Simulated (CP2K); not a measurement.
Runs of CP2K 2026.2 on ZnS. The structure is cubic, space group F-43m (No. 216). The conventional cell has a = 5.404 Å, b = 5.404 Å, c = 5.404 Å, α = 90.00°, β = 90.00°, γ = 90.00°. Zn (site symmetry -43m) is surrounded by 4 S at 2.34 Å. S (site symmetry -43m) is surrounded by 4 Zn at 2.34 Å. 

```tsv
level	potentials or basis	smearing	EPS_DEFAULT	NGRIDS	points a segment of the path (NPOINTS)	bands added on the path	CUTOFF of the grids	gap on the mesh (eV)	pressure (GPa)
r2SCAN	POTENTIAL_UZH Zn GTH-SCAN-q12, S GTH-SCAN-q6; TZVP-MOLOPT-SCAN-GTH basis	fermi-dirac 0.01 eV	1.0E-10	4	8	4	675 Ry	2.50	-0.9
PBEsol	POTENTIAL_UZH Zn GTH-PBE-q12, S GTH-PBE-q6; TZVP-MOLOPT-PBE-GTH basis	fermi-dirac 0.05 eV	1.0E-9	5	10	6	450 Ry	1.90	-1.3
PBE	POTENTIAL_UZH Zn GTH-PBE-q12, S GTH-PBE-q6; TZVP-MOLOPT-PBE-GTH basis	fermi-dirac 0.0259 eV	1.0E-9	4	6	4	450 Ry	(a)	(b)
LDA	GTH_POTENTIALS Zn GTH-PADE-q12, S GTH-PADE-q6; TZVP-MOLOPT-PBE-GTH basis	fermi-dirac 0.05 eV	1.0E-10	4	8	4	450 Ry	1.80	-4.3
TB-mBJ	POTENTIAL_UZH Zn GTH-PBE-q12, S GTH-PBE-q6; TZVP-MOLOPT-PBE-GTH basis	fermi-dirac 0.1 eV	1.0E-9	4	10	2	675 Ry	1.80	-
```

Alike in all rows: task band structure; no spin polarisation; cell as given; k mesh 9 × 9 × 9.

Fill in the values left out.

(a) 2.07; (b) 2.0.

Caveats: the basis of atomic orbitals isn't converged, which shifts pressures, moduli and gaps; the potentials were made for another functional, which shifts forces and pressure (some runs); this is a model potential without an energy functional, so only levels have meaning (some runs).

